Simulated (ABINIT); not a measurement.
The system is As.

```xyz
2
Lattice="1.8808 1.0859 3.5141 -1.8808 1.0859 3.5141 0.0000 -2.1718 3.5141" Properties=species:S:1:pos:R:3 pbc="T T T"
As    0.0000    0.0000    2.3825
As    0.0000    0.0000    8.1597
```

Base run:

```yaml
Program: ABINIT 10.8.3 (patched build)
Functional: r2SCAN
Potentials_or_basis: PseudoDojo NC SR PBE v0.4.1 standard
Cutoff: 1361 eV
k_mesh: 7 × 7 × 7
Occupations: fermi-dirac, width 0.05 eV
Spin: no spin polarisation
```

Its results: band gap on the k mesh 0.01 eV, indirect (least direct gap 0.68 eV); pressure 1.2 GPa; largest force 0.043 eV/Å.

Problem. The run is repeated on the same cell with these changes: potentials or basis from PseudoDojo NC SR PBE v0.4.1 standard to JTH PAW PBE v2.0; cutoff from 1361 eV to 490 eV. What comes out?

Solution. Band gap on the k mesh 0.01 eV, indirect (least direct gap 0.71 eV); pressure 1.8 GPa; largest force 0.120 eV/Å.

Caveats: an odd mesh through Γ misses points on the zone boundary, where band edges often lie; a meta-GGA on potentials with a model core is unreliable (some runs); the potentials were made for another functional, which shifts forces and pressure (some runs); the PAW data sets were made with another functional, which shifts forces and pressure a little (some runs).
